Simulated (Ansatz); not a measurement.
TiO2:

```
Ti O
1.0
     4.54535    0.00000    0.00000
     0.00000    5.51962    0.00000
     0.00000    0.00000    4.90920
Ti O
4 8
Direct
  0.00000 0.17299 0.75000
  0.50000 0.32701 0.25000
  0.00000 0.82701 0.25000
  0.50000 0.67299 0.75000
  0.27145 0.38172 0.91865
  0.77145 0.11828 0.08135
  0.22855 0.11828 0.41865
  0.72855 0.38172 0.58135
  0.27145 0.61828 0.41865
  0.77145 0.88172 0.58135
  0.22855 0.88172 0.91865
  0.72855 0.61828 0.08135
```

Measurements of this composition are mostly on another form, of space group No. 141.

| Quantity | Value |
| --- | --- |
| Program | Ansatz 0.2.0 |
| Task | relaxation of cell and atoms |
| Functional | RPBE |
| Dispersion | D3(BJ) |
| Potentials or basis | Ansatz PAW |
| Cutoff | 420 eV (not typed: the program's choice for these potentials) |
| k mesh | 6 × 5 × 6 |
| Occupations | fermi-dirac, width 0.05 eV |
| Spin | no spin polarisation |

At the start: volume 10.26 Å³/atom.

Question: Where does the relaxation end?

Answer: It ends after 12 steps and the volume is 9.68 Å³/atom (-5.7 %); space group Pbcn (No. 60, to 0.05 Å).

The path:
```
step  energy change (eV)  largest force (eV/Å)  volume (Å³)
   1              0.0000                0.0872       123.16
   2             -0.2608                0.0846       118.35
   3             -0.2950                0.0663       116.31
   4             -0.2966                0.0644       116.36
   5             -0.2973                0.0553       116.38
   6             -0.2981                0.0090       116.44
   7             -0.2984                0.0024       116.38
   8             -0.2984                0.0003       116.38
   9             -0.2775                0.0005       116.38
  10             -0.2786                0.0023       116.17
  11             -0.2785                0.0010       116.20
  12             -0.2776                0.0010       116.20
```

Final structure:
```
Ti O
1.0
     4.49193    0.00000    0.00000
     0.00000    5.38702    0.00000
     0.00000    0.00000    4.80213
Ti O
4 8
Direct
  0.00000 0.18067 0.75000
  0.50000 0.31933 0.25000
  0.00000 0.81933 0.25000
  0.50000 0.68067 0.75000
  0.26689 0.39089 0.92335
  0.76689 0.10911 0.07665
  0.23311 0.10911 0.42335
  0.73311 0.39089 0.57665
  0.26689 0.60911 0.42335
  0.76689 0.89089 0.57665
  0.23311 0.89089 0.92335
  0.73311 0.60911 0.07665
```

Caveat: the plane-wave basis is chosen anew once the cell has moved, so the energies of steps on either side of that aren't comparable; the pressure holds a Pulay correction of +0.7 GPa for the finite cutoff; the PAW data sets come from PBE, with cores solved anew for the run's functional, which leaves a small shift of forces and pressure.
